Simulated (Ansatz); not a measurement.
# Relaxing random alloy of the diamond Si-Ge line, x = 0.125 (64 atoms), part 2 of 2

Wanted: the relaxed structure of random alloy of the diamond Si-Ge line, x = 0.125 (64 atoms) and its electronic structure.

Ansatz 0.2.0; Kohn-Sham DFT, PBE, PAW (set soft_2), plane waves.

The cell: 56 Si and 8 Ge. The host structure and its lattice constant were typed by rule, without a check against the phase diagram.

So far. Step 3 (Cell and atoms relaxed): The relaxation changed the energy by -12.2 meV/atom, and atoms moved by 0.045 Å r.m.s., 0.086 Å at most. Step 6 (Coarser k-mesh (Γ alone)): Forces differ from those of the single point at the relaxed geometry by 9.4 meV/Å r.m.s.; the energy by +105 meV/atom, the pressure by +0.67 GPa and the gap by +0.044 eV.

## (7) Functional HSE06

HSE06 mixes in a quarter of exact exchange at short range, which counters self-interaction, at a higher cost.

This step: Kohn-Sham DFT, HSE06, PAW (set soft_2), plane waves (Ansatz 0.2.0).

input.yaml

```yaml
crystal:
  lattice:
    - [11.00268, -0.00016, -7.0e-05]
    - [-0.00016, 11.00279, -0.00012]
    - [-7.0e-05, -0.00012, 11.00248]
  atoms:
    [... the 64 atom lines of step 5 ...]
kpoints:
  mp_grid: { grid: [1, 1, 1] }
hamiltonian:
  xc: hse06
scf:
  occupations: { method: fermi_dirac, width: 0.025 }
output:
  forces: true
  stress: true
  populations: true
  dos:
    method: { smearing: { sigma: 0.08 } }
    de: 0.05
    projected: { site_lists: { Ge: [Ge], Si: [Si] } }
  eigenvalues: true
```

Launch:

```console
> ansatz run input.yaml --threads 4 --pin off --max-ram 8192MiB --backend cpu --events-out ev --progress --plain --runs-dir out
```

Wall time 2.8 min (4 threads of Arm Neoverse V1, shared host); peak memory 3.1 GiB.

The program notes that the exchange threshold is loose for the stress and the SCF threshold is loose for the stress.

Geometry and reference: those of the coarser k-mesh.

Forces differ from the reference by 20 meV/Å r.m.s.; the pressure by -1.7 GPa and the gap by +0.62 eV. It took 14 times the reference's time (shared host, so rough).

Read from the output:

- free energy: -69992.6414 eV
- free energy per atom: -1093.6350 eV/atom
- SCF cycles: 19
- pressure: -1.053 GPa
- r.m.s. force component: 0.02658 eV/Å
- longest force: 0.07889 eV/Å
- Fermi energy: 6.625 eV
- gap (highest filled to lowest empty level): 1.271 eV
- spilling of the projection: 0.006852

Length of the force by element:

| element | coordination | atoms | mean length of the force (eV/Å) | spread | least | most |
| --- | --- | --- | --- | --- | --- | --- |
| Ge | all | 8 | 0.01 | 0.0029 | 0.0044 | 0.013 |
| Si | all | 56 | 0.0388 | 0.03 | 0.0036 | 0.0789 |

Löwdin charges by element (they lack the spilled electrons, 0.036 e an atom on average):

| element | coordination | atoms | mean charge (e) | spread | least | most |
| --- | --- | --- | --- | --- | --- | --- |
| Ge | all | 8 | -0.0465 | 0.0015 | -0.0488 | -0.0449 |
| Si | all | 56 | 0.0478 | 0.0111 | 0.0354 | 0.0749 |

Charge against the make-up of the first shell:

| Si neighbours of Si | atoms | mean charge (e) |
| --- | --- | --- |
| 2 | 4 | 0.073 |
| 3 | 24 | 0.055 |
| 4 | 28 | 0.038 |

States in the cell by windows of 1 eV, zero at the Fermi level; the larger projections on atomic orbitals stand beside the total:

| from (eV) | to (eV) | total | Si p | Si s | Ge p |
| --- | --- | --- | --- | --- | --- |
| -18 | -14 | 0.0 | 0.0 | 0.0 | 0.0 |
| -14 | -13 | 2.0 | 0.0 | 1.7 | 0.0 |
| -13 | -12 | 12.0 | 2.8 | 7.2 | 0.4 |
| -12 | -11 | 32.0 | 7.9 | 19.7 | 1.1 |
| -11 | -10 | 0.0 | 0.0 | 0.0 | 0.0 |
| -10 | -9 | 35.5 | 12.2 | 18.7 | 1.6 |
| -9 | -8 | 8.5 | 5.2 | 2.3 | 0.8 |
| -8 | -7 | 0.2 | 0.1 | 0.1 | 0.0 |
| -7 | -6 | 23.8 | 11.6 | 9.3 | 1.5 |
| -6 | -5 | 0.0 | 0.0 | 0.0 | 0.0 |
| -5 | -4 | 60.0 | 46.3 | 6.0 | 6.3 |
| -4 | -3 | 12.0 | 10.5 | 0.0 | 1.5 |
| -3 | -2 | 50.1 | 44.1 | 0.0 | 5.4 |
| -2 | -1 | 13.9 | 10.7 | 0.0 | 3.0 |
| -1 | 0 | 6.0 | 4.9 | 0.0 | 0.9 |
| 0 | 1 | 12.8 | 6.1 | 3.3 | 0.6 |
| 1 | 2 | 19.2 | 8.8 | 6.9 | 1.2 |
| 2 | 3 | 31.3 | 18.5 | 5.5 | 2.5 |
| 3 | 4 | 28.7 | 13.6 | 3.3 | 1.9 |

The stored curve holds about 256 of the 336 electrons; the rest, give or take the few that broadening carries across the Fermi level, lie in deeper levels below its range.

The levels nearest the highest filled one (over half full), pooled over k-points and spins:

| level less the highest filled one (eV) | occupation |
| --- | --- |
| -1.25 | 2 |
| -1.23 | 2 |
| -1.22 | 2 |
| -0.0027 | 2 |
| -9.0e-4 | 2 |
| 0 | 2 |
| 1.27 | 0 |
| 1.28 | 0 |
| 1.33 | 0 |
| 1.36 | 0 |
| 1.41 | 0 |
| 1.42 | 0 |

## (8) Functional r2SCAN (500 eV)

The meta-GGA r2SCAN uses the kinetic energy density as well as the density and its gradient. Besides, the cutoff goes from 420 to 500 eV.

This step: Kohn-Sham DFT, r2SCAN, PAW (set soft_2), plane waves (Ansatz 0.2.0).

input.yaml: that of step 7 with these lines changed.

```diff
@@ -8,5 +8,5 @@
 kpoints:
-  mp_grid: { grid: [1, 1, 1] }
+  mp_grid: { grid: [2, 2, 2] }
 hamiltonian:
-  xc: hse06
+  xc: r2scan
 scf:
```

The job ended after 3.7 min (4 threads; peak memory 5.8 GiB).

The program notes that it cut back its work space to fit the memory limit.

Geometry and reference: those of the single point at the relaxed geometry.

Forces differ from those of the single point at the relaxed geometry by 28 meV/Å r.m.s.; the pressure by -1.6 GPa and the gap by +0.19 eV. It took 3.7 min and 7 cycles; the reference's time can't be set against it, since the two runs asked for unlike analyses.

## (9) Functional PBEsol

PBEsol restores the gradient expansion of exchange for slowly varying densities and usually gives shorter bonds in solids than PBE.

This step: Kohn-Sham DFT, PBEsol, PAW (set soft_2), plane waves (Ansatz 0.2.0).

input.yaml: that of step 8 with these lines changed.

```diff
@@ -10,3 +10,3 @@
 hamiltonian:
-  xc: r2scan
+  xc: pbesol
 scf:
```

The job ended after 1.9 min (4 threads; peak memory 6.6 GiB; 7.6 min of CPU time).

Geometry and reference: those of the single point at the relaxed geometry.

Forces differ from those of the single point at the relaxed geometry by 19 meV/Å r.m.s.; the pressure by -2.0 GPa and the gap by -0.10 eV.

## (10) Cost against change

Differences are against the single point at the relaxed geometry (Kohn-Sham DFT, PBE, PAW (set soft_2), plane waves), whose r.m.s. force component is 5.8e-4 eV/Å. Energies are set beside the reference only for runs with its functional, potentials and electron count. Times are for 4 threads of Arm Neoverse V1, shared host. The reference's time includes grids, which some other runs skip.

| run | Δ force, r.m.s. (meV/Å) | Δ energy (meV/atom) | Δ pressure (GPa) | Δ gap (eV) | cycles | time | host memory (GiB) |
| --- | --- | --- | --- | --- | --- | --- | --- |
| reference | - | - | - | - | 7 | 1.8 min | 6.6 |
| coarser k-mesh (Γ alone) | 9.36 | 105 | 0.671 | 0.044 | 8 | 12 s | 1.2 |
| functional r2SCAN (500 eV) | 28.4 | - | -1.60 | 0.186 | 7 | 3.7 min | 5.8 |
| functional PBEsol | 19.5 | - | -1.97 | -0.103 | 8 | 1.9 min | 6.6 |

## (11) What came out

```json
{
  "energy change in the relaxation": "-12.19 meV/atom",
  "r.m.s. displacement": "0.045 Å",
  "largest displacement": "0.086 Å",
  "free energy per atom": "-1093.1972 eV/atom",
  "density": "2.685 g/cm³",
  "pressure": "-0.001586 GPa",
  "r.m.s. force component": "0.00058 eV/Å",
  "gap (highest filled to lowest empty level)": "0.6051 eV",
  "wall time of the 7 DFT runs": "15 min"
}
```

In words: Relaxation lowers the energy by 12.2 meV/atom and moves atoms by 0.045 Å r.m.s.; the r.m.s. force component goes from 0.37 to 5.8e-4 eV/Å. Displacements are taken in the final cell, so they leave out its strain. By the final cutoffs no bond was broken or made. The cell shrank by 0.2 % in volume. First to last step the energy falls by 0.780 eV, across changes of basis; the largest move, 0.09 Å, is that of Si57. The Si-Ge bonds change most in mean length: from 2.383 Å (spread 0.022) to 2.416 Å (spread 0.003). By these cutoffs all Ge atoms have 4 and all Si atoms have 4 bonded neighbours. Between filled and empty levels lie 0.605 eV (on the run's k-points); a semilocal functional tends to put such gaps too low.

Among the changes of functional, dispersion, potentials or spin set against this reference, functional r2SCAN (500 eV) moves the forces most, by 28 meV/Å r.m.s.

[Logs are printed without paths, hosts, clocks, repeated set-up lines and the standing remarks that a program may print on its own settings, such as how far it seeks lower states.]

[Hosts, paths, dates, database ids (printed as entryN), source tags and the programs' standing remarks are cut or masked in the printed files.]
